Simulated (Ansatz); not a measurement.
# Relativity in Bi

```xyz
2
Lattice="3.3363 -3.0554 0.0000 3.3363 3.0554 0.0000 -1.1510 0.0000 3.0929" Properties=species:S:1:pos:R:3 pbc="T T T"
Bi    1.5087    0.0000    0.4608
Bi    4.0129    0.0000    2.6321
```

Atom numbers follow the list: Bi1, Bi2.

Structure: COD 8100521, as refined from experiment and not relaxed.

One fixed cell is solved with PBE by frozen-core PAW in Ansatz 0.2.0 under different relativistic treatments. Pressure is positive in compression.

Settings: a Γ-centred 8×8×11 k mesh, Fermi–Dirac smearing of 0.05 eV, cutoff 420 eV, no spin polarisation.

| setting | P (GPa) | force Bi1 x (eV/Å) | lowest level at Γ above −25 eV, from the valence-band top or, without a gap, the Fermi level (eV) |
| --- | --- | --- | --- |
| scalar-relativistic | ? | -0.051 | -23.03 |
| with spin–orbit coupling | ? | -0.049 | -24.30 |

Problem. Give the missing entry: row "with spin–orbit coupling", column "P (GPa)".

Solution. 5.17.

Problem. Fill in "P (GPa)" for the row "scalar-relativistic".

Solution. 4.07.
